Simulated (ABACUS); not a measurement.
Crystal: Ge.

```
Ge
1.0
    -1.60842    1.60842    1.87318
     1.60842   -1.60842    1.87318
     1.60842    1.60842   -1.87318
Ge
1
Direct
  0.50000 0.50000 0.00000
```

The cell was built by a generator and needn't be a form met in nature.

Base run:

```yaml
Program: ABACUS 3.10.1
Functional: LDA
Potentials_or_basis: SG15 ONCV 1.2 PBE
Cutoff: 1075 eV
Density_cutoff: 4299 eV
Basis: plane waves
k_mesh: 12 × 12 × 12
Occupations: fermi-dirac, width 0.05 eV
Spin: no spin polarisation
```

Its results: band gap on the k mesh none (metal or under the smearing width); pressure -6.6 GPa.

Question: After a change of settings the same cell gave: band gap on the k mesh none (metal or under the smearing width); pressure -3.1 GPa. Which change was it?
A. functional from LDA to TPSS
B. functional from LDA to SOGGA
C. functional from LDA to PBEsol
D. functional from LDA to revPBE

Answer: C.

PBEsol binds less tightly than LDA, so the same cell stands under more pressure.

Caveats: the potentials were made for another functional, which shifts forces and pressure.

Runs at the PBE level aren't shown here.
